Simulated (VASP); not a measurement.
# Te2Pt (Moncheite) (P-3m1) in VASP: notebook

One crystal, Te2Pt (Moncheite), is run at these levels: LDA; tasks: relaxation of cell and atoms.

Everything below comes from runs of VASP 6.6.1. Logs are shortened: lines on timing, memory, paths and dates and some standing lists are left out, and cuts for length are marked.

## Step 1: The crystal as given

It takes space group P-3m1 (No. 164, trigonal). Conventional cell: a = 4.010 Å, b = 4.010 Å, c = 5.201 Å, α = 90.00°, β = 90.00°, γ = 120.00°. Around Te (site symmetry 3m) lie 3 Pt at 2.66 Å. Pt (site symmetry -3m) has 6 Te at 2.66 Å as nearest neighbours.

## Step 2: Relaxation of cell and atoms, LDA

INCAR

```
SYSTEM = Te2Pt
PREC = Accurate ; ENCUT = 600
EDIFF = 1E-6 ; ISMEAR = 1
SIGMA = 0.1 ; LREAL = .FALSE.
LASPH = .TRUE. ; NELM = 80
ALGO = Normal ; ISIF = 3
LWAVE = .FALSE. ; LCHARG = .FALSE.
IBRION = 2 ; NSW = 90
EDIFFG = -0.01
```

KPOINTS

```
Automatic mesh
0
G
  12 12 7
  0 0 0
```

POSCAR

```
Te2Pt
1.0
    4.0100000000      0.0000000000      0.0000000000
   -2.0050000000      3.4727618692      0.0000000000
    0.0000000000      0.0000000000      5.2010000000
Te Pt
2 1
Direct
    0.3333333333      0.6666666667      0.2500000000
    0.6666666667      0.3333333333      0.7500000000
    0.0000000000      0.0000000000      0.0000000000
```

Potentials or basis: VASP PAW LDA potentials, release 64 (Te, Pt).

Command:

```sh
> cat potpaw_LDA.64/Te/POTCAR potpaw_LDA.64/Pt/POTCAR > POTCAR
> mpirun -np 1 vasp_std > vasp.out
```

OUTCAR:

```text
SYSTEM = Te2Pt
   PREC = Accurate
   ENCUT = 600
   EDIFF = 1E-6
   ISMEAR = 1
   LREAL = .FALSE.
   LASPH = .TRUE.
   NELM = 80
   ISIF = 3
   IBRION = 2
   NSW = 90
   EDIFFG = -0.01

 ion  position               nearest neighbor table
   1  0.333  0.667  0.250-   3 2.66   3 2.66   3 2.66   2 3.48   2 3.48   2 3.48   2 3.48   2 3.48
                             2 3.48
   2  0.667  0.333  0.750-   3 2.66   3 2.66   3 2.66   1 3.48   1 3.48   1 3.48   1 3.48   1 3.48
                             1 3.48
   3  0.000  0.000  0.000-   1 2.66   2 2.66   2 2.66   1 2.66   2 2.66   1 2.66

  LATTYP: Found a hexagonal cell.
 ALAT       =     4.0100000000
 C/A-ratio  =     1.2970074813

  Lattice vectors:

 A1 = (   4.0100000000,   0.0000000000,   0.0000000000)
 A2 = (  -2.0050000000,   3.4727618692,   0.0000000000)
 A3 = (   0.0000000000,   0.0000000000,   5.2010000000)

Analysis of symmetry for initial positions (statically):
=====================================================================
 Subroutine PRICEL returns:
 Original cell was already a primitive cell.

 Routine SETGRP: Setting up the symmetry group for a
 hexagonal supercell.

 Subroutine GETGRP returns: Found 12 space group operations
 (whereof 12 operations were pure point group operations)
 out of a pool of 24 trial point group operations.

The static configuration has the point symmetry D_3d.

Analysis of symmetry for dynamics (positions and initial velocities):
=====================================================================
 Subroutine PRICEL returns:
 Original cell was already a primitive cell.

 Routine SETGRP: Setting up the symmetry group for a
 hexagonal supercell.

 Subroutine GETGRP returns: Found 12 space group operations
 (whereof 12 operations were pure point group operations)
 out of a pool of 24 trial point group operations.

The dynamic configuration has the point symmetry D_3d.

 Subroutine INISYM returns: Found 12 space group operations
 (whereof 12 operations are pure point group operations),
 and found     1 'primitive' translations

----------------------------------------------------------------------------------------

                                     Primitive cell

  volume of cell :      72.4280

  direct lattice vectors                    reciprocal lattice vectors
     4.010000000  0.000000000  0.000000000     0.249376559  0.143977623  0.000000000
    -2.005000000  3.472761869  0.000000000     0.000000000  0.287955246  0.000000000
     0.000000000  0.000000000  5.201000000     0.000000000  0.000000000  0.192270717

  length of vectors
     4.010000000  4.010000000  5.201000000     0.287955246  0.287955246  0.192270717

  position of ions in fractional coordinates (direct lattice)
[... 126 lines left out ...]
  ext. energy  EPLUGINS =         0.00000000
  ---------------------------------------------------
  free energy    TOTEN  =       -16.34320091 eV

  energy without entropy =      -16.34364832  energy(sigma->0) =      -16.34335005

------------------------ aborting loop because EDIFF is reached ----------------------------------------

  FORCE on cell =-STRESS in cart. coord.  units (eV):
  Direction    XX          YY          ZZ          XY          YZ          ZX
  --------------------------------------------------------------------------------------
  -------------------------------------------------------------------------------------
  Total        1.0502753      1.0502753      0.7641065      0.0000000     -0.0000000     -0.0000000
  in kB       23.2331192     23.2331192     16.9027838      0.0000000     -0.0000000     -0.0000000
  external PRESSURE =      21.1230074 kB  Pullay stress =       0.0000000 kB
[... 92 lines left out ...]
  FREE ENERGIE OF THE ION-ELECTRON SYSTEM (eV)
  ---------------------------------------------------
  free  energy   TOTEN  =       -16.3618860184 eV

  energy  without entropy=      -16.3624521398  energy(sigma->0) =      -16.36207473

[... ionic steps 4 to 12 ...]

--------------------------------------- Ionic step       13  -------------------------------------------

 number of electron      22.0000000 magnetization

------------------------ aborting loop because EDIFF is reached ----------------------------------------
[... 69 lines left out ...]
--------------------------------------- Ionic step       15  -------------------------------------------

 number of electron      22.0000000 magnetization

 Free energy of the ion-electron system (eV)
  ---------------------------------------------------
  ext. energy  EPLUGINS =         0.00000000
  ---------------------------------------------------
  free energy    TOTEN  =       -16.38854235 eV

  energy without entropy =      -16.38917637  energy(sigma->0) =      -16.38875369

 E-fermi :   9.0171     XC(G=0): -10.9025

 val. band max:        9.0047992773   @ k =   0.1667   0.1667   0.0000
 cond. band min:       9.0178711545   @ k =   0.0000   0.3333   0.1429
 fundamental gap:      0.0130718773
 Fermi energy:         9.0171448659

 k-point     1 :       0.0000    0.0000    0.0000
  band No.  band energies     occupation
      1      -5.2778      2.00000
      2      -1.5710      2.00000
      3       2.1057      2.00000
      4       3.1570      2.00000
      5       3.1570      2.00000
      6       5.1828      2.00000
      7       5.1828      2.00000
      8       6.3092      2.00000
      9       8.5104      2.00000
     10       8.5104      2.00000
     11       9.8545     -0.00000
     12       9.8545     -0.00000
     13      10.6668     -0.00000
     14      11.4925      0.00000
[... 401 lines left out ...]
      2      -2.0304      2.00000
      3       2.4931      2.00000
      4       3.2760      2.00000
      5       3.7276      2.00000
      6       4.6869      2.00000
      7       5.0848      2.00000
      8       5.8571      2.00000
      9       7.1108      2.00000
     10       8.0851      2.00000
     11       9.4740     -0.00000
     12       9.8206     -0.00000
     13      10.2705     -0.00000
     14      12.7220      0.00000
     15      13.4522      0.00000

 [... further k-points ...]

------------------------ aborting loop because EDIFF is reached ----------------------------------------

  FORCE on cell =-STRESS in cart. coord.  units (eV):
  Direction    XX          YY          ZZ          XY          YZ          ZX
  --------------------------------------------------------------------------------------
  -------------------------------------------------------------------------------------
  Total       -0.0043972     -0.0043972      0.0109030     -0.0000000      0.0000000      0.0000000
  in kB       -0.0990946     -0.0990946      0.2457098     -0.0000000      0.0000000      0.0000000
  external PRESSURE =       0.0158402 kB  Pullay stress =       0.0000000 kB
[... 18 lines left out ...]
  FREE ENERGIE OF THE ION-ELECTRON SYSTEM (eV)
  ---------------------------------------------------
  free  energy   TOTEN  =       -16.3885423514 eV

  energy  without entropy=      -16.3891763746  energy(sigma->0) =      -16.38875369

 reached required accuracy - stopping structural energy minimisation
```

OSZICAR:

```text
N       E                     dE             d eps       ncg     rms          rms(c)
DAV:   1     0.119622068131E+03    0.11962E+03   -0.10253E+04  3360   0.141E+03
DAV:   2    -0.115311211236E+02   -0.13115E+03   -0.12785E+03  4287   0.233E+02
DAV:   3    -0.167594983240E+02   -0.52284E+01   -0.51480E+01  4193   0.488E+01
[... 126 lines left out ...]
DAV:   3    -0.163885434080E+02    0.41381E-05   -0.14062E-05  3465   0.390E-02    0.111E-02
DAV:   4    -0.163885427859E+02    0.62210E-06   -0.18539E-06  1897   0.802E-03
  14 F= -.16388543E+02 E0= -.16388754E+02  d E =-.666612E-05
       N       E                     dE             d eps       ncg     rms          rms(c)
DAV:   1    -0.163885426439E+02    0.76407E-06   -0.96944E-06  3521   0.239E-02    0.583E-03
DAV:   2    -0.163885423514E+02    0.29248E-06   -0.25042E-06  2238   0.159E-02
  15 F= -.16388542E+02 E0= -.16388754E+02  d E =-.623168E-05
```

Wall time 9.2 min (1 thread of Intel Xeon 6975P-C (Granite Rapids), shared host); peak memory 0.29 GiB.

What came out:

| Quantity | Value |
| --- | --- |
| Free energy | -16.3885 eV |
| Relaxed volume | 23.70 Å³/atom |
| Relaxed cell | a = 4.023 Å, b = 4.023 Å, c = 5.073 Å, α = 90.00°, β = 90.00°, γ = 120.00° |
| Space group after relaxing (to 0.05 Å) | P-3m1 (No. 164) |
| Energy gained by relaxing | 15.1 meV/atom |
| Ionic steps | 15 |
| Pressure after relaxing | 0.0 GPa |
| Largest force after relaxing | 0.005 eV/Å |
| Band gap on the k mesh | none (metal or under the smearing width) |

Forces in eV/Å, atoms in the order of the input:
```
Te   0.000  0.000 -0.005
Te   0.000  0.000  0.005
Pt   0.000  0.000  0.000
```

Step by step:
```csv
step,energy change (eV),largest force (eV/Å),pressure (GPa),volume (Å³)
1,0.0000,0.6767,2.11,72.43
2,0.0130,0.1749,-4.36,75.82
3,-0.0187,0.2818,-0.91,73.86
4,-0.0304,0.1891,-0.63,73.12
5,-0.0383,0.0717,0.42,71.08
6,-0.0401,0.0135,0.06,71.71
7,-0.0438,0.0383,-0.28,71.54
8,-0.0446,0.0720,-0.48,71.42
9,-0.0426,0.0786,1.14,70.29
10,-0.0453,0.0226,0.05,71.05
11,-0.0453,0.0129,-0.02,71.10
12,-0.0453,0.0104,-0.03,71.11
13,-0.0453,0.0057,0.08,71.07
14,-0.0453,0.0031,0.04,71.09
15,-0.0453,0.0046,0.00,71.09
```

Final structure:
```
Te Pt
1.0
     4.02285    0.00000    0.00000
    -2.01143    3.48389    0.00000
     0.00000    0.00000    5.07265
Te Pt
2 1
Cartesian
  0.0000 2.3226 1.3431
  2.0114 1.1613 3.7296
  0.0000 0.0000 0.0000
```

## Step 3: Relaxation of cell and atoms, LDA

This run uses another cell than the first one, of 23.70 Å³/atom, 0.982 times its volume.

INCAR

```
SYSTEM = Te2Pt
PREC = Accurate ; ENCUT = 600
EDIFF = 1E-7 ; ISMEAR = 1
SIGMA = 0.1 ; LREAL = .FALSE.
LASPH = .TRUE. ; NELM = 80
ALGO = Normal ; ISIF = 3
LWAVE = .FALSE. ; LCHARG = .FALSE.
IBRION = 2 ; NSW = 90
EDIFFG = -0.005
```

KPOINTS is that of step 2.

POSCAR

```
Te2Pt                                   
1.0
    4.0228527791     -0.0000000000     -0.0000000000
   -2.0114263896      3.4838927024     -0.0000000000
    0.0000000000     -0.0000000000      5.0726501017
  Te              Pt            
     2     1
Direct
     0.3333333332999970    0.6666666667000030    0.2647668370607856
     0.6666666667000030    0.3333333332999970    0.7352331629392144
     0.0000000000000000    0.0000000000000000    0.0000000000000000
```

Potentials or basis: VASP PAW LDA potentials, release 64 (Te, Pt).

Command:

```sh
> cat potpaw_LDA.64/Te/POTCAR potpaw_LDA.64/Pt/POTCAR > POTCAR
> mpirun -np 1 vasp_std > vasp.out
```

OUTCAR:

```text
SYSTEM = Te2Pt
   PREC = Accurate
   ENCUT = 600
   EDIFF = 1E-7
   ISMEAR = 1
   LREAL = .FALSE.
   LASPH = .TRUE.
   NELM = 80
   ISIF = 3
   IBRION = 2
   NSW = 90
   EDIFFG = -0.005

 ion  position               nearest neighbor table
   1  0.333  0.667  0.265-   3 2.68   3 2.68   3 2.68   2 3.33   2 3.33   2 3.33   2 3.55   2 3.55
                             2 3.55
   2  0.667  0.333  0.735-   3 2.68   3 2.68   3 2.68   1 3.33   1 3.33   1 3.33   1 3.55   1 3.55
                             1 3.55
   3  0.000  0.000  0.000-   1 2.68   2 2.68   2 2.68   1 2.68   2 2.68   1 2.68
[... 682 lines left out ...]
  --------------------------------------------------------------------------------------
  -------------------------------------------------------------------------------------
  Total       -0.0059438     -0.0059438      0.0054717      0.0000000      0.0000000      0.0000000
  in kB       -0.1339145     -0.1339145      0.1232790      0.0000000      0.0000000      0.0000000
  external PRESSURE =      -0.0481833 kB  Pullay stress =       0.0000000 kB

 VOLUME and BASIS-vectors are now :
 -----------------------------------------------------------------------------
  energy-cutoff  :      600.00
  volume of cell :       71.11
      direct lattice vectors                 reciprocal lattice vectors
     4.022870432 -0.000000000  0.000000000     0.248578724  0.143516993  0.000000000
    -2.011435216  3.483907990 -0.000000000     0.000000000  0.287033987  0.000000000
     0.000000000 -0.000000000  5.073914467    -0.000000000  0.000000000  0.197086491

 POSITION                                       TOTAL-FORCE (eV/Angst)
 -----------------------------------------------------------------------------------
     -0.00000      2.32261      1.34318        -0.000000      0.000000     -0.004617
      2.01144      1.16130      3.73073         0.000000     -0.000000      0.004617
      0.00000     -0.00000      0.00000        -0.000000      0.000000      0.000000
 -----------------------------------------------------------------------------------
    total drift:                               -0.000000     -0.000000      0.000000

  FREE ENERGIE OF THE ION-ELECTRON SYSTEM (eV)
  ---------------------------------------------------
  free  energy   TOTEN  =       -16.3884639461 eV

  energy  without entropy=      -16.3890945329  energy(sigma->0) =      -16.38867414

 reached required accuracy - stopping structural energy minimisation
```

OSZICAR:

```text
N       E                     dE             d eps       ncg     rms          rms(c)
DAV:   1     0.119800595095E+03    0.11980E+03   -0.10322E+04  3368   0.141E+03
DAV:   2    -0.116039349936E+02   -0.13140E+03   -0.12830E+03  4263   0.233E+02
DAV:   3    -0.167746205588E+02   -0.51707E+01   -0.50895E+01  4116   0.488E+01
DAV:   4    -0.168404235119E+02   -0.65803E-01   -0.65785E-01  4202   0.609E+00
[... 13 lines left out ...]
DAV:   1    -0.163884786641E+02   -0.19492E-04   -0.47290E-04  3395   0.171E-01    0.249E-02
DAV:   2    -0.163884671490E+02    0.11515E-04   -0.81086E-05  3423   0.915E-02    0.161E-02
DAV:   3    -0.163884645547E+02    0.25944E-05   -0.70011E-06  3675   0.278E-02    0.473E-03
DAV:   4    -0.163884639837E+02    0.57093E-06   -0.24767E-06  3675   0.892E-03    0.342E-03
DAV:   5    -0.163884639461E+02    0.37649E-07   -0.18452E-07  2326   0.380E-03
   2 F= -.16388464E+02 E0= -.16388674E+02  d E =-.476825E-05
```

Run time: 1.9 min. Hardware: 1 thread of Intel Xeon 6975P-C (Granite Rapids), shared host; peak memory 0.28 GiB.

Results:

```yaml
Free_energy: -16.3885 eV
Relaxed_volume: 23.70 Å³/atom
Relaxed_cell: a = 4.023 Å, b = 4.023 Å, c = 5.074 Å, α = 90.00°, β = 90.00°, γ = 120.00°
Space_group_after_relaxing_to_0.05_Å: P-3m1 (No. 164)
Energy_gained_by_relaxing: 0.0 meV/atom
Ionic_steps: 2
Pressure_after_relaxing: 0.0 GPa
Largest_force_after_relaxing: 0.005 eV/Å
Band_gap_on_the_k_mesh: none (metal or under the smearing width)
```

Forces on the atoms (eV/Å):
```
Te   0.000  0.000 -0.005
Te   0.000  0.000  0.005
Pt   0.000  0.000  0.000
```

Final structure:
```
CELL_PARAMETERS angstrom
4.02287 0.00000 0.00000
-2.01144 3.48391 0.00000
0.00000 0.00000 5.07391
ATOMIC_POSITIONS crystal
Te 0.33333 0.66667 0.26472
Te 0.66667 0.33333 0.73528
Pt 0.00000 0.00000 0.00000
```
